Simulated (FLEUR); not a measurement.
# C (P6_3/mmc) in FLEUR: further runs, part 2 of 2

FLEUR MaX-R8.1 (later development tree). Earlier steps stand in the parts before.

**6. Equation of state, PBE, 5.90 Å³/atom (volume scaled by 1.04)**

The COD entry that gives the cell may itself be a prediction, so a difference from it is no test against experiment.

inp.xml reads:

```xml
<?xml version="1.0" encoding="UTF-8" standalone="no"?>
<fleurInput fleurInputVersion="0.39">
   <comment>
      C                                                                                                   
   </comment>
   <calculationSetup>
      <cutoffs Kmax="4.5" Gmax="22.5" GmaxXC="22.5" numbands="0"/>
      <scfLoop itmax="60" minDistance="0.00001" maxIterBroyd="15" imix="Anderson" alpha="0.05" precondParam="0.0" spinf="2.0" sdNocoIR="T"/>
      <coreElectrons ctail="T" frcor="F" kcrel="0" coretail_lmax="0"/>
      <xcFunctional name="pbe" relativisticCorrections="F"/>
      <magnetism jspins="1"/>
      <soc l_soc="F" theta="0.0" phi="0.0" spav="F"/>
      <expertModes spex="0" secvar="F"/>
      <geometryOptimization l_f="F" forcealpha="1.0" forcemix="BFGS" epsdisp="0.00001" epsforce="0.00001"/>
      <ldaU l_linMix="F" mixParam="0.05" spinf="1.0"/>
   </calculationSetup>
   <cell>
      <bzIntegration valenceElectrons="32.0" mode="hist" fermiSmearingEnergy="0.00183747">
         <kPointListSelection listName="default-1"/>
         <!-- k-points included here -->
         <xi:include xmlns:xi="http://www.w3.org/2001/XInclude" href="kpts.xml"> </xi:include>
      </bzIntegration>
      <!-- symmetry operations included here -->
      <xi:include xmlns:xi="http://www.w3.org/2001/XInclude" href="sym.xml"> </xi:include>
      <bulkLattice scale="1.0131594038">
         <bravaisMatrix>
            <row-1>    4.7660782588536597     0.0000000000000000     0.0000000000000000</row-1>
            <row-2>   -2.3830391294268298     4.1275448486208255     0.0000000000000000</row-2>
            <row-3>    0.0000000000000000     0.0000000000000000    15.5658630609426591</row-3>
         </bravaisMatrix>
      </bulkLattice>
   </cell>
   <atomSpecies>
      <species name="Carbon (C)" element="C" atomicNumber="6">
         <mtSphere radius="1.31" gridPoints="447" logIncrement="0.023"/>
         <atomicCutoffs lmax="5" lnonsphr="3"/>
         <electronConfig flipSpins="F">
            <coreConfig>(1s1/2)</coreConfig>
            <valenceConfig>(2s1/2) (2p1/2) (2p3/2)</valenceConfig>
            <stateOccupation state="(2p1/2)" spinUp="0.333333" spinDown="0.333333"/>
            <stateOccupation state="(2p3/2)" spinUp="0.666667" spinDown="0.666667"/>
         </electronConfig>
         <energyParameters s="2" p="2" d="3" f="4"/>
         <lo type="SCLO" l="0" n="2" eDeriv="2"/>
         <lo type="SCLO" l="1" n="2" eDeriv="2"/>
         <lo type="SCLO" l="2" n="3" eDeriv="2"/>
      </species>
   </atomSpecies>
   <atomGroups>
      <atomGroup species="Carbon (C)">
         <relPos label="                   1">-1.000/3.000 1.000/3.000 -5.000/32.000</relPos>
         <relPos label="                   2">1.000/3.000 -1.000/3.000 11.000/32.000</relPos>
         <relPos label="                   3">-1.000/3.000 1.000/3.000 -11.000/32.000</relPos>
         <relPos label="                   4">1.000/3.000 -1.000/3.000 5.000/32.000</relPos>
         <force calculate="T" relaxXYZ="TTT"/>
      </atomGroup>
      <atomGroup species="Carbon (C)">
         <relPos label="                   5">.0000000000 .0000000000 -3.000/32.000</relPos>
         <relPos label="                   6">.0000000000 .0000000000 13.000/32.000</relPos>
         <relPos label="                   7">.0000000000 .0000000000 -13.000/32.000</relPos>
         <relPos label="                   8">.0000000000 .0000000000 3.000/32.000</relPos>
         <force calculate="T" relaxXYZ="TTT"/>
      </atomGroup>
   </atomGroups>
   <output dos="F" band="F" slice="F">
      <checks vchk="F" cdinf="F"/>
      <bandDOS minEnergy="-.5*Htr" maxEnergy="0.5*Htr" sigma="0.015" storeEVData="T"/>
      <vacuumDOS vacdos="F" integ="F" star="F" nstars="0" locx1="0.0" locy1="0.0" locx2="0.0" locy2="0.0" nstm="0" tworkf="0.0"/>
      <unfoldingBand unfoldBand="F" supercellX="1" supercellY="1" supercellZ="1"/>
      <plotting iplot="0" polar="F">
         <plot TwoD="T" vec1="  1.0  0.0  0.0" vec2="  0.0  1.0  0.0" vec3="  0.0  0.0  1.0" zero="  0.0  0.0  0.0" file="plot"/>
      </plotting>
      <chargeDensitySlicing numkpt="0" minEigenval="0.0" maxEigenval="0.0" nnne="0" pallst="F"/>
      <specialOutput eonly="F"/>
      <moessbauerParams electricFieldGradient="T" isomerShift="T" coreHyperfine="T" valenceHyperfine="T"/>
      <magneticCircularDichroism mcd="F" energyLo="-10.0" energyUp="0.0"/>
   </output>
  <!-- We include the file relax.xml here to enable relaxations (see documentation) -->
  <xi:include xmlns:xi="http://www.w3.org/2001/XInclude" href="relax.xml"> <xi:fallback/> </xi:include>
</fleurInput>
```

Potentials or basis: all-electron, FLAPW.

Run with:

```console
> inpgen -f crystal.txt -profile moderate
> # inp.xml edited to the form shown
> fleur_MPI
```

Run time: 79 s. Hardware: 1 thread of Arm Neoverse V1, shared host; peak memory 0.1 GiB.

Results (log left out):

- Free energy: -8293.0071 eV
- Band gap on the k mesh: 4.31 eV, indirect (least direct gap 5.13 eV)
- Valence electrons inside the program's atomic spheres: C 1.92 (radii C 1.31 bohr)

Caveat: the plane-wave cutoff is short for the small spheres of the light atoms, so energies, forces and moduli aren't converged.

**7. Equation of state, PBE, 6.01 Å³/atom (volume scaled by 1.06)**

Edit inp.xml of step 6 so:

```diff
@@ -24,3 +24,3 @@
       <xi:include xmlns:xi="http://www.w3.org/2001/XInclude" href="sym.xml"> </xi:include>
-      <bulkLattice scale="1.0131594038">
+      <bulkLattice scale="1.0196128224">
          <bravaisMatrix>
```

Run with:

```console
> inpgen -f crystal.txt -profile moderate
> # inp.xml edited to the form shown
> fleur_MPI
```

Run time: 82 s. Hardware: 1 thread of Arm Neoverse V1, shared host; peak memory 0.1 GiB.

It converged, with:

```yaml
Free_energy: -8292.9264 eV
Band_gap_on_the_k_mesh: 4.26 eV, indirect (least direct gap 5.08 eV)
Valence_electrons_inside_the_program's_atomic_spheres: C 1.90 (radii C 1.31 bohr)
```

Caveat: the plane-wave cutoff is short for the small spheres of the light atoms, so energies, forces and moduli aren't converged.

**8. Equation of state, PBE**

Potentials or basis: all-electron, FLAPW.

No new run: the results of the series are fitted here.

Results:

```yaml
Equilibrium_volume: 5.76 Å³/atom
Bulk_modulus_at_fixed_shape_and_positions: 441 GPa
```

Energy against volume, from the lowest point:
| volume (Å³/atom) | energy (meV/atom) |
| --- | --- |
| 5.332 | 46.85 |
| 5.445 | 23.42 |
| 5.672 | 0.00 |
| 5.899 | 2.39 |
| 6.012 | 12.49 |

Caveat: small basis for a fit; the plane-wave cutoff is short for the small spheres of the light atoms, so energies, forces and moduli aren't converged; the cell was scaled at fixed shape and fractional positions, which overstates the stiffness of a crystal with free parameters, most of all of layers and chains.
